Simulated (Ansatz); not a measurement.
**Levels at Γ against strain in BaS**

```xyz
2
Lattice="0.0000 3.1938 3.1938 3.1938 0.0000 3.1938 3.1938 3.1938 0.0000" Properties=species:S:1:pos:R:3 pbc="T T T"
Ba    0.0000    0.0000    0.0000
S     3.1938    3.1938    3.1938
```

Atoms are numbered in the order listed.

The conventional cell has a = 6.388 Å, b = 6.388 Å, c = 6.388 Å, α = 90.00°, β = 90.00°, γ = 90.00°. Ba (atom 1) is surrounded by 6 S at 3.19 Å. Around S (atom 2) lie 6 Ba at 3.19 Å.

The cell is COD entry 9008600, as deposited and not checked against the literature; nothing was relaxed.

No spin–orbit coupling, which matters for the heavy atoms here.

Level of theory: Ansatz 0.2.0, DFT, PBEsol, all-electron LAPW, scalar-relativistic.

Sampling and basis: a Γ-centred 8×8×8 k mesh, Fermi–Dirac smearing of 0.02 eV, basis error target 0.25 meV/atom, no spin polarisation.

The strain is applied along the Cartesian axes of the cell as listed (the other components stay zero). Fractional coordinates are held (clamped ions).

Only quantities that a quadratic follows smoothly over the whole series are listed; rougher ones are left out.

```csv
εzz,"direct gap at Γ, from the mean of the top three filled levels (eV)",singlet less doublet of the top filled triplet at Γ (eV)
-0.0300,3.607,0.114
-0.0200,3.581,0.071
0.0000,3.499,0.000
0.0100,3.445,-0.029
0.0200,3.386,-0.054
0.0300,3.322,-0.076
```

Q: Fit the series and give the slopes at zero strain.

A: Least-squares fits y = p0 + p1 x + p2 x² to the rows give direct gap at Γ, from the mean of the top three filled levels (eV): p1 = -4.79, p2 = -37; singlet less doublet of the top filled triplet at Γ (eV): p1 = -3.15, p2 = 21. Without spin–orbit coupling the singlet lies 3b(εzz − εxx) above the doublet in the usual convention, so the shear deformation potential is b = -1.05 eV.

Q: One run, at εzz = -0.0100, is withheld. Predict its row.

A: The fits give 3.542, 0.034; the run gave 3.544, 0.033.
